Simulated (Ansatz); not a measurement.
Consider InN in the wurtzite structure (space group P6_3mc, No. 186; a = 3.581 Å, c = 5.788 Å).

Level of theory: PBE, PAW, 420 eV (Ansatz, a program for electronic structure; no spin-orbit coupling), earlier PAW set.

For the base:

* **Pressure**: 0.0 GPa
* **Band gap**: zero

Modification: every lattice vector is shortened by 1.99 %; the atoms relax in the strained cell.

Predict the new pressure, energy relative to the base and band gap.

The pressure (mean of the normal stresses, compression positive) goes from zero to 8.5 GPa; the energy rises by 23 meV/atom; the band gap stays zero.

A case with no gap was solved on a k-mesh chosen for an insulator, which is coarse for it. Stability against distortions was not tested. The final runs are not spin-polarised. The zero or small gap of InN can change with the level of theory.
